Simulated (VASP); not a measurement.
# In2O3 (R-3c) in VASP: notebook, part 2 of 2

VASP 6.6.1. The steps go on from the part before.

## (3) Relaxation of cell and atoms, PBE

This run uses another cell than the first one, of 13.28 Å³/atom, 1.053 times its volume.

Input file INCAR:

```
ALGO = Normal
EDIFF = 1E-7
EDIFFG = -0.005
ENCUT = 520
GGA = PE
IBRION = 2
ISIF = 3
ISMEAR = 0
KPAR = 4
LASPH = True
LCHARG = False
LREAL = False
LWAVE = False
NELM = 120
NSW = 60
POTIM = 0.3
PREC = Accurate
SIGMA = 0.1
```

Input file KPOINTS:

```
k-points
0
Gamma
  6 6 6
```

Input file POSCAR:

```
In2O3                                   
1.0
    2.7909392571      1.6113495277      4.9216565036
   -2.7909392571      1.6113495277      4.9216565036
    0.0000000000     -3.2226990658      4.9216565037
  In              O             
     4     6
Direct
     0.3571798802031485    0.3571798802031485    0.3571798802031494
     0.1428201197968516    0.1428201197968516    0.1428201197968506
     0.6428201197968515    0.6428201197968515    0.6428201197968505
     0.8571798802031485    0.8571798802031485    0.8571798802031495
     0.5464253992326465    0.9535746007673535    0.2500000000000000
     0.2500000000000064    0.5464253992326529    0.9535746007673520
     0.9535746007673471    0.2499999999999936    0.5464253992326480
     0.4535746007673534    0.0464253992326466    0.7500000000000000
     0.7499999999999936    0.4535746007673469    0.0464253992326478
     0.0464253992326530    0.7500000000000064    0.4535746007673522
```

Potentials or basis: VASP PAW PBE potentials, release 64 (In_d, O).

On the command line:

```bash
$ cat potpaw_PBE.64/In_d/POTCAR potpaw_PBE.64/O/POTCAR > POTCAR
$ mpirun -np 4 vasp_std > vasp.out
```

OUTCAR:

```text
EDIFF = 1E-7
   EDIFFG = -0.005
   ENCUT = 520
   GGA = PE
   IBRION = 2
   ISIF = 3
   ISMEAR = 0
   LASPH = True
   LREAL = False
   NELM = 120
   NSW = 60
   POTIM = 0.3
   PREC = Accurate

 ion  position               nearest neighbor table
   1  0.357  0.357  0.357-   9 2.16  10 2.16   8 2.16   7 2.29   5 2.29   6 2.29   2 3.17   3 3.30
                             3 3.30   3 3.30   2 3.67   2 3.67   2 3.67
   2  0.143  0.143  0.143-  10 2.16   9 2.16   8 2.16   6 2.29   5 2.29   7 2.29   1 3.17   4 3.30
                             4 3.30   4 3.30   1 3.67   1 3.67   1 3.67
   3  0.643  0.643  0.643-   6 2.16   7 2.16   5 2.16  10 2.29   8 2.29   9 2.29   4 3.17   1 3.30
                             1 3.30   1 3.30   4 3.67   4 3.67   4 3.67
   4  0.857  0.857  0.857-   7 2.16   6 2.16   5 2.16   9 2.29   8 2.29  10 2.29   3 3.17   2 3.30
                             2 3.30   2 3.30   3 3.67   3 3.67   3 3.67
   5  0.546  0.954  0.250-   3 2.16   4 2.16   1 2.29   2 2.29
   6  0.250  0.546  0.954-   3 2.16   4 2.16   2 2.29   1 2.29
   7  0.954  0.250  0.546-   4 2.16   3 2.16   1 2.29   2 2.29
   8  0.454  0.046  0.750-   1 2.16   2 2.16   3 2.29   4 2.29
   9  0.750  0.454  0.046-   1 2.16   2 2.16   4 2.29   3 2.29
  10  0.046  0.750  0.454-   2 2.16   1 2.16   3 2.29   4 2.29

  LATTYP: Found a trigonal (rhomboedric) cell.
 ALAT       =     5.8828982633
 COS(alpha) =     0.5498595006

  Lattice vectors:

 A1 = (   2.7909392571,   1.6113495277,   4.9216565036)
 A2 = (  -2.7909392571,   1.6113495277,   4.9216565036)
 A3 = (   0.0000000000,  -3.2226990658,   4.9216565037)

Analysis of symmetry for initial positions (statically):
=====================================================================
 Subroutine PRICEL returns:
 Original cell was already a primitive cell.

 Routine SETGRP: Setting up the symmetry group for a
 trigonal (rhombohedral) supercell.

 Subroutine GETGRP returns: Found 12 space group operations
 (whereof  6 operations were pure point group operations)
 out of a pool of 12 trial point group operations.
[... 218 lines left out ...]
    total drift:                               -0.000000     -0.000000      0.000000

  FREE ENERGIE OF THE ION-ELECTRON SYSTEM (eV)
  ---------------------------------------------------
  free  energy   TOTEN  =       -55.4763818561 eV

  energy  without entropy=      -55.4763818561  energy(sigma->0) =      -55.47638186

--------------------------------------- Ionic step        2  -------------------------------------------

 number of electron      88.0000006 magnetization

 Free energy of the ion-electron system (eV)
  ---------------------------------------------------
  ext. energy  EPLUGINS =         0.00000000
  ---------------------------------------------------
  free energy    TOTEN  =       -55.47639197 eV

  energy without entropy =      -55.47639197  energy(sigma->0) =      -55.47639197

 E-fermi :   5.4749     XC(G=0): -10.9627

 val. band max:        5.0336631241   @ k =  -0.1667   0.1667   0.0000
 cond. band min:       5.9767005224   @ k =   0.0000   0.0000   0.0000
 fundamental gap:      0.9430373983
 Fermi energy:         5.4748974954

 k-point     1 :       0.0000    0.0000    0.0000
  band No.  band energies     occupation
      1     -12.2972      2.00000
      2     -11.4991      2.00000
      3     -11.4991      2.00000
      4     -11.3046      2.00000
      5     -11.3046      2.00000
      6     -11.2247      2.00000
[... 1309 lines left out ...]
     51      13.5742      0.00000
     52      14.2741      0.00000

 [... further k-points ...]
[... 5 lines left out ...]
  --------------------------------------------------------------------------------------
  -------------------------------------------------------------------------------------
  Total       -0.0027915     -0.0027915      0.0173824      0.0000000     -0.0000000      0.0000000
  in kB       -0.0336901     -0.0336901      0.2097826      0.0000000     -0.0000000      0.0000000
  external PRESSURE =       0.0474675 kB  Pullay stress =       0.0000000 kB

 VOLUME and BASIS-vectors are now :
 -----------------------------------------------------------------------------
  energy-cutoff  :      520.00
  volume of cell :      132.76
      direct lattice vectors                 reciprocal lattice vectors
     2.790523486  1.611109482  4.921402739     0.179177850  0.103448380  0.067731367
    -2.790523486  1.611109482  4.921402739    -0.179177850  0.103448380  0.067731367
     0.000000000 -3.222218975  4.921402739     0.000000000 -0.206896760  0.067731366

 POSITION                                       TOTAL-FORCE (eV/Angst)
 -----------------------------------------------------------------------------------
      0.00000     -0.00000      5.27334         0.000000      0.000000     -0.003195
      0.00000     -0.00000      2.10876         0.000000     -0.000000      0.003195
      0.00000     -0.00000      9.49087         0.000000     -0.000000      0.003195
      0.00000     -0.00000     12.65545         0.000000      0.000000     -0.003195
     -1.13614      1.61111      8.61245         0.000724     -0.000000     -0.000000
     -0.82719     -1.78948      8.61245        -0.000362      0.000627     -0.000000
      1.96333      0.17837      8.61245        -0.000362     -0.000627      0.000000
      1.13614     -1.61111      6.15175        -0.000724      0.000000     -0.000000
      0.82719      1.78948      6.15175         0.000362     -0.000627      0.000000
     -1.96333     -0.17837      6.15175         0.000362      0.000627     -0.000000
 -----------------------------------------------------------------------------------
    total drift:                               -0.000000      0.000000     -0.000000

  FREE ENERGIE OF THE ION-ELECTRON SYSTEM (eV)
  ---------------------------------------------------
  free  energy   TOTEN  =       -55.4763919715 eV

  energy  without entropy=      -55.4763919714  energy(sigma->0) =      -55.47639197

 reached required accuracy - stopping structural energy minimisation
```

OSZICAR:

```text
N       E                     dE             d eps       ncg     rms          rms(c)
DAV:   1     0.126342805930E+04    0.12634E+04   -0.41771E+04  3344   0.241E+03
DAV:   2     0.192353595717E+03   -0.10711E+04   -0.10375E+04  3528   0.645E+02
DAV:   3    -0.456928105091E+02   -0.23805E+03   -0.23192E+03  3776   0.280E+02
[... 17 lines left out ...]
DAV:   3    -0.554763898030E+02    0.10379E-04   -0.31953E-05  4660   0.857E-02    0.886E-03
DAV:   4    -0.554763903775E+02   -0.57459E-06   -0.61597E-06  5076   0.293E-02    0.779E-03
DAV:   5    -0.554763908197E+02   -0.44215E-06   -0.58349E-07  3476   0.598E-03    0.597E-03
DAV:   6    -0.554763919704E+02   -0.11507E-05   -0.56697E-08  2216   0.547E-03    0.455E-04
DAV:   7    -0.554763919715E+02   -0.10405E-08   -0.60930E-08  1940   0.339E-03
   2 F= -.55476392E+02 E0= -.55476392E+02  d E =-.101154E-04
```

It took 3.2 min on 4 MPI ranks of Intel Xeon Platinum 8488C (Sapphire Rapids), shared host; peak memory 0.43 GiB.

What came out:

- Free energy: -55.4764 eV
- Relaxed volume: 13.28 Å³/atom
- Relaxed cell: a = 5.882 Å, b = 5.882 Å, c = 5.882 Å, α = 56.64°, β = 56.64°, γ = 56.64°
- Space group after relaxing (to 0.05 Å): R-3c (No. 167)
- Energy gained by relaxing: 0.0 meV/atom
- Ionic steps: 2
- Pressure after relaxing: 0.0 GPa
- Largest force after relaxing: 0.003 eV/Å
- Band gap on the k mesh: 0.94 eV, indirect (least direct gap 1.02 eV)

Forces in eV/Å, atoms in the order of the input:
```
In   0.000  0.000 -0.003
In   0.000  0.000  0.003
In   0.000  0.000  0.003
In   0.000  0.000 -0.003
O    0.001  0.000  0.000
O    0.000  0.001  0.000
O    0.000 -0.001  0.000
O   -0.001  0.000  0.000
O    0.000 -0.001  0.000
O    0.000  0.001  0.000
```

Final structure:
```
CELL_PARAMETERS angstrom
2.79052 1.61111 4.92140
-2.79052 1.61111 4.92140
0.00000 -3.22222 4.92140
ATOMIC_POSITIONS crystal
In 0.35717 0.35717 0.35717
In 0.14283 0.14283 0.14283
In 0.64283 0.64283 0.64283
In 0.85717 0.85717 0.85717
O 0.54643 0.95357 0.25000
O 0.25000 0.54643 0.95357
O 0.95357 0.25000 0.54643
O 0.45357 0.04643 0.75000
O 0.75000 0.45357 0.04643
O 0.04643 0.75000 0.45357
```

Levels at points of the mesh, in eV from the valence-band top:
```csv
k point,band 40,band 41,band 42,band 43,band 44,band 45,band 46,band 47,band 48,band 49
"(0.00, 0.00, 0.00)",-0.35,-0.24,-0.24,-0.08,-0.08,0.94,5.30,5.83,6.92,8.83
"(0.50, 0.00, 0.00)",-0.83,-0.72,-0.72,-0.06,-0.06,4.60,4.60,5.52,5.52,8.16
"(0.50, 0.50, 0.00)",-0.79,-0.52,-0.35,-0.10,-0.05,4.78,5.16,6.03,6.19,7.09
"(0.50, 0.50, 0.50)",-1.03,-0.19,-0.19,-0.19,-0.19,4.08,4.08,6.70,6.70,8.08
```

Caveat: spin-orbit coupling is left out, which moves the levels of the heavy elements. As with any semilocal functional, this PBE gap is likely too small.
